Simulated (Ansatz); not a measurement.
From input file to script: PbSe, space group Fmm2 in Ansatz 0.2.0.

```yaml
crystal:
  lattice:
    - [0.0, 12.000799, 3.125442]
    - [3.118151, 0.0, 3.125442]
    - [3.118151, 12.000799, 0.0]
  atoms:
    - { symbol: Pb, position: [0.19073, 0.805267, 0.194733] }
    - { symbol: Pb, position: [0.805267, 0.19073, 0.80927] }
    - { symbol: Se, position: [0.674423, 0.295581, 0.704419] }
    - { symbol: Se, position: [0.295581, 0.674423, 0.325577] }
kpoints:
  mp_grid: { grid: [4, 4, 4], shift: [0.0, 0.0, 0.0] }
  band_path:
    path: [[0.0, 0.0, 0.0], [0.5, 0.0, 0.5], [0.5, 0.48196, 0.98196]]
    npoints: 6
hamiltonian:
  xc: pbesol
scf:
  n_extra_bands: 6
  occupations: { method: fixed }
```

On the command line:
```console
$ ansatz run input.yaml --threads 1 --pin off --max-ram 3072MiB --backend cpu --events-out ev --progress --plain --runs-dir out
basis.fft_grid_basis auto: the FFT boxes are laid along the combinations [[1, 0, -1], [0, 1, 0], [0, 0, 1]] of the cell's own vectors, 4.415, 4.415 and 12.399 Å long. The dense box has 30×30×90 points. Along the cell's own vectors, as sized, it would have 90×30×90, 3.00 times as many. basis.fft_grid_basis: typed keeps the cell's own vectors: state it where this run's energies or levels are differenced outside the engine with another run's, or held beside a run that keeps those vectors.
scf.n_extra_bands = 6 over 30 filled bands (N_el = 60.0): the run solves 36 bands
Engine: ansatz 0.2.0, aarch64-unknown-linux-gnu
Pseudopotentials: kind: paw
Pseudopotential: Pb, paw, valence charge 14, recommended cutoff 420 eV (normal), Pb.paw.azcp
Pseudopotential: Se, paw, valence charge 16, recommended cutoff 420 eV (normal), Se.paw.azcp
Functional definition: PBEsol
  exchange = pbesol_x
  correlation = pbesol_c
Crystal: 4 atoms, lattice volume = 233.910 Å³
Basis set: ecut = 420 eV, 4609 PW (Γ), FFT grids on a1−a3, a2, a3
Bands: 36, of which v1, the nominal top of the filled ones, is band 30 counted from 1 (29 counted from 0)
Symmetry: 4 space group operations
Space group: Fmm2 (ITA 42), of the structure as read, at distance tolerance 6.2e-5 Å
k-points: 18 of 64 (time reversal used)
Non-local potential: Pb, projectors of the file, l = 0: 2, l = 1: 2, l = 2: 2, l = 3: 2
Non-local potential: Se, projectors of the file, l = 0: 2, l = 1: 2, l = 2: 3, l = 3: 1
PAW form: soft (Blöchl's): semilocal exchange-correlation on the pseudo side does not see the compensation charge
PAW frozen core: Pb, regenerated for the run's functional, and the local potential with it (the file was generated under x = pbe(κ = 0.804, μ = 0.2195149727645171), c = pbe(β = 0.06672455060314922))
PAW frozen core: Se, regenerated for the run's functional, and the local potential with it (the file was generated under x = pbe(κ = 0.804, μ = 0.2195149727645171), c = pbe(β = 0.06672455060314922))
PAW one-centre angular grid: Pb, 590 points (default); XC on 64 Gauss nodes
PAW one-centre angular grid: Se, 590 points (default); XC on 64 Gauss nodes
Initial density: superposition of atomic densities (neutral atoms: chi_scale 0, normalization atom), corrected by the library's trained network
Initial wavefunctions: pseudopotential atomic-orbital guess
Functional: x = pbesol(κ = 0.804, μ = 0.12345679012345678), c = pbesol(β = 0.046)
SCF iter   1: F=—  HF=-34359.939845 eV  |F-HF|=—  |Δ(HF+E_count)|=         —  Δρ=1.98e-3  dr2=3.71e-2  ethr=1.77e-3  ⟨swp⟩=5.0  Hψ=2360  notcnv=0  defer=63
preconditioner: auto → Resta (q_TF=auto, 2.175 Å⁻¹)  ε∞=2.2  [insulator: Δε(μ)=1.628 eV  Ē_g=14.087 eV  n_scr=44 (ndim 8)  ℏωp=15.4 eV  f_vac=0.467  ε∞_Penn≈2.2  vacuum switching on, ρ_ref=1.4e-2 e/Å³]
SCF iter   2: F=—  HF=-34359.930022 eV  |F-HF|=—  |Δ(HF+E_count)|=   9.82e-3  Δρ=1.00e-3  dr2=3.88e-3  ethr=6.18e-5  ⟨swp⟩=2.9  Hψ=942  notcnv=0  defer=72
SCF iter   3: F=—  HF=-34359.929542 eV  |F-HF|=—  |Δ(HF+E_count)|=   4.80e-4  Δρ=3.75e-4  dr2=7.36e-4  ethr=6.47e-6  ⟨swp⟩=3.1  Hψ=1013  notcnv=0  defer=72
SCF iter   4: F=—  HF=-34359.929595 eV  |F-HF|=—  |Δ(HF+E_count)|=   5.25e-5  Δρ=1.12e-4  dr2=4.96e-5  ethr=1.23e-6  ⟨swp⟩=3.1  Hψ=1169  notcnv=0  defer=72
SCF iter   5: F=—  HF=-34359.929639 eV  |F-HF|=—  |Δ(HF+E_count)|=   4.44e-5  Δρ=4.63e-5  dr2=6.74e-6  ethr=8.26e-8  ⟨swp⟩=2.0  Hψ=1162  notcnv=0  defer=58
SCF iter   6: F=—  HF=-34359.929643 eV  |F-HF|=—  |Δ(HF+E_count)|=   3.24e-6  Δρ=1.13e-5  dr2=2.81e-7  ethr=1.12e-8  ⟨swp⟩=2.0  Hψ=1159  notcnv=0  defer=58
SCF iter   7: F=-34359.929643 eV  HF=-34359.929643 eV  |F-HF|=1.22e-8  |Δ(HF+E_count)|=   5.95e-7  Δρ=2.19e-6  dr2=8.73e-9  ethr=1.67e-10  ⟨swp⟩=10.1  Hψ=2574  notcnv=0
SCF 1 converged in 7 iterations: F = -34359.929643 eV  dr2 = 8.73e-9
  greatest PAW one-centre occupation: 1.000 electrons in one spin orbital (limit 2), on the Se atom at site 3 (counted from 0), in its partial waves of l = 2
NSCF: frozen V_eff on 13 k-points
SCF converged after 7 iterations
Free energy (F): -34359.929643 eV
Harris-Foulkes:  -34359.929643 eV  (|F-HF|=1.22e-8)
Internal energy: -34359.929643 eV  (E = F + TS)
E sigma→0 (E₀):  -34359.929643 eV
Fermi energy:    1.530047 eV
--- Per-component energies (eV) ---
  E_band       = -1254.798656
  E_kinetic    = 809.904376
  E_local      = -17887.716166  (includes V_loc(G=0)·N_el)
  E_nonlocal   = -481.420791
  E_hartree    = 8496.974919
  E_xc         = -643.602924
  E_vxc        = -459.833084  (∫ρ·V_xc dr)
  E_paw        = -24243.827911  (= ΣΔE_a)
  E_vpaw       = -229.678473  (= ΣTr[D̂ρ^β])
  E_aug_tail   = -0.001045  (compensation charges beyond the density's cutoff)
  E_ewald      = -412.381236
  E_core_change = 2.141134  (= ΣΔE_core)
  E_smearing   = -0.000000  (= −TS)
  E_closure    = 0.000000  (closes the sum)
  Σ components = -34359.929643   (vs F -34359.929643, Δ=0.00e0)
--- Band table (eV; the first three rows and the last of 18) ---
  k-point 0: bands = ["-44.9600", "-44.9599", "-44.9582", "-44.9581", "-44.9561", "-44.9561", "-44.9531", "-44.9531", "-44.9530", "-44.9530", "-14.7184", "-14.6220", "-14.6172", "-14.6059", "-14.6054", "-14.6054", "-14.6047", "-14.5858", "-14.5705", "-14.5705", "-11.0176", "-9.9506", "-5.4182", "-4.6279", "-1.2135", "-0.6936", "-0.6802", "0.3176", "0.3281", "1.1861", "3.8362", "5.7019", "6.0898", "6.4925", "6.5138", "6.5753"]
  k-point 1: bands = ["-44.9599", "-44.9599", "-44.9581", "-44.9581", "-44.9561", "-44.9561", "-44.9531", "-44.9531", "-44.9530", "-44.9530", "-14.6931", "-14.6227", "-14.6168", "-14.6133", "-14.6118", "-14.6008", "-14.5975", "-14.5851", "-14.5782", "-14.5705", "-10.7489", "-9.9173", "-5.9445", "-5.2945", "-0.9385", "-0.2253", "-0.0727", "0.6575", "0.9961", "1.0863", "3.8239", "4.2818", "4.9948", "5.2923", "5.7424", "5.8444"]
  k-point 2: bands = ["-44.9599", "-44.9599", "-44.9581", "-44.9581", "-44.9561", "-44.9561", "-44.9531", "-44.9531", "-44.9530", "-44.9530", "-14.6491", "-14.6491", "-14.6243", "-14.6243", "-14.6025", "-14.6025", "-14.5842", "-14.5842", "-14.5768", "-14.5768", "-10.1701", "-10.1701", "-6.1579", "-6.1579", "-0.0823", "-0.0821", "0.7450", "0.7450", "1.5299", "1.5300", "3.1683", "3.1701", "4.1199", "4.1199", "4.6964", "4.7195"]
  k-point 17: bands = ["-44.9600", "-44.9600", "-44.9581", "-44.9581", "-44.9561", "-44.9561", "-44.9531", "-44.9531", "-44.9530", "-44.9529", "-14.7041", "-14.7039", "-14.6189", "-14.6185", "-14.6012", "-14.6007", "-14.5717", "-14.5715", "-14.5703", "-14.5702", "-9.8364", "-9.8339", "-5.4938", "-5.4805", "-2.3056", "-2.2823", "-1.0466", "-1.0465", "0.2851", "0.3006", "5.3020", "5.3404", "6.7137", "6.7156", "7.1106", "7.1112"]
```

The script, `pbse.py`:
```python
# -*- coding: utf-8 -*-
import warnings

import ansatz as az
from ase import Atoms
import numpy as np

atoms = Atoms(
    ["Pb", "Pb", "Se", "Se"],
    scaled_positions=[
        (0.19073, 0.805267, 0.194733),
        (0.805267, 0.19073, 0.80927),
        (0.674423, 0.295581, 0.704419),
        (0.295581, 0.674423, 0.325577),
    ],
    cell=[
        (0.0, 12.000799, 3.125442),
        (3.118151, 0.0, 3.125442),
        (3.118151, 12.000799, 0.0),
    ],
    pbc=True,
)
pbse = az.Crystal.from_ase(atoms)

path = [
    ("G", (0.0, 0.0, 0.0)),
    ("Y", (0.5, 0.0, 0.5)),
    ("C_0", (0.5, 0.48196, 0.98196)),
]
job = pbse.calculation()
job = job.functional("pbesol").kpoints(mesh=(4, 4, 4), center="gamma")
job = job.occupations("Fixed")
job = job.band_structure([point for _, point in path], intervals=6)
job = job.scf(extra_bands=6)
with warnings.catch_warnings(record=True) as caught:
    warnings.simplefilter("always")
    result = job.run(threads=1, pin="off")
print("warnings raised:", sorted(w.category.__name__ for w in caught) or "none")
r = result.report

for key in ("converged", "n_iterations", "n_electrons", "n_kpoints", "n_pw", "n_symmetry_ops", "free_energy_ev", "fermi_energy_ev"):
    print(f"{key:18s} {r[key]}")

bands = result.band_structure()
fermi = bands.fermi_energy_ev
print(f"zero of the bands: {fermi:.3f} eV, the Fermi level found on the SCF mesh")
levels = bands.channels[0].eigenvalues_ev - fermi
filled = round(r["n_electrons"]) // 2
valence, conduction = levels[:, filled - 1], levels[:, filled]
print("k (fractions)              top valence  bottom conduction (eV)")
for k, lo, hi in zip(bands.kpoints_frac, valence, conduction):
    print(f"{k[0]:7.3f} {k[1]:7.3f} {k[2]:7.3f} {lo:12.3f} {hi:13.3f}")
print(f"on this path: least direct gap {np.min(conduction - valence):.3f} eV, least gap {conduction.min() - valence.max():.3f} eV")
```

Running `python pbse.py` prints:
```text
warnings raised: ['DeckWarning']
converged          True
n_iterations       7
n_electrons        60.0
n_kpoints          18
n_pw               4609
n_symmetry_ops     4
free_energy_ev     -34359.92964318265
fermi_energy_ev    1.5300472830106342
zero of the bands: 1.530 eV, the Fermi level found on the SCF mesh
k (fractions)              top valence  bottom conduction (eV)
  0.000   0.000   0.000       -0.344         2.306
  0.083   0.000   0.083       -0.344         2.299
  0.167   0.000   0.167       -0.344         2.281
  0.250   0.000   0.250       -0.345         2.258
  0.333   0.000   0.333       -0.345         2.236
  0.417   0.000   0.417       -0.346         2.221
  0.500   0.000   0.500       -0.346         2.215
  0.500   0.080   0.580       -0.374         2.211
  0.500   0.161   0.661       -0.187         2.230
  0.500   0.241   0.741        0.004         2.047
  0.500   0.321   0.821       -0.652         2.714
  0.500   0.402   0.902       -1.118         3.394
  0.500   0.482   0.982       -1.236         3.757
on this path: least direct gap 2.043 eV, least gap 2.043 eV
```

Notes:
- Total energies depend on the potentials; only differences at equal settings carry meaning. A total without «per atom» is that of the whole cell that was run.
- Spin-orbit coupling, left out here, can change this gap by several tenths of an eV, and inverted bands can meet off the mesh.
- The computed bands are complete only to about 3.2 eV above the Fermi level.
- With fixed filling the reported Fermi level is the top filled level among the k-points of the SCF.
- The zero of the levels is a convention of the potentials, so an absolute Fermi energy is no work function.
- This cell is a computed structure, which may not be the phase found in nature.
- Levels are Kohn-Sham eigenvalues on this mesh, without spin-orbit coupling.
- Run time: 17 s on 1 thread of Arm Neoverse V1, with other jobs on the host, peak memory 0.49 GiB.

(Lines on the test bed's own set-up are left out of the output.)
